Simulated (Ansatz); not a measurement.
## A decomposition energy, worked out: Be4Se

Method: Ansatz 0.2.0, DFT PBE, scalar-relativistic, plane waves, PAW. All cells share a 420 eV cutoff and Γ-centred k meshes spaced at most about 0.3 Å⁻¹ (about 0.25 or finer for metals, 2π included). No spin polarisation.

Energies over the elements count from the elements' standard structures at the same level, with no fitted energy shifts.

These are static total energies at zero pressure. The reference form of Se is held partly by dispersion forces, which this level lacks.

A trial structure of Be4Se (reached from: a relaxed cell, shaken at random and relaxed again; relaxed: space group C222_1 (No. 20), a = 5.230 Å, b = 5.251 Å, c = 9.630 Å) has a formation energy of 0.277 eV/atom. At its composition the lowest mixture among the elements and 1 reference phase computed alike (others may be missing) consists of these:

```tsv
phase	source	ΔE_f (eV/atom)
Be (solid)	element	0.000
BeSe (F-43m)	COD	-0.797
```

Task: Write the balanced decomposition and find its energy per atom, per formula unit and per mole of formula units.

Result: Balancing Be and Se gives Be4Se → 3 Be + BeSe. The left side holds 5 atoms, and the products take 3/5 (Be) and 2/5 (BeSe) of them. The mixture therefore lies at 3/5 × (0.000) + 2/5 × (-0.797) = -0.319 eV/atom. The reaction energy is -0.319 − (0.277) = -0.596 eV/atom. Times 5 atoms that is -2.980 eV per Be4Se, and times 96.485 it is -288 kJ per mole of Be4Se. Decomposition is downhill, so the trial structure is unstable against this mixture.
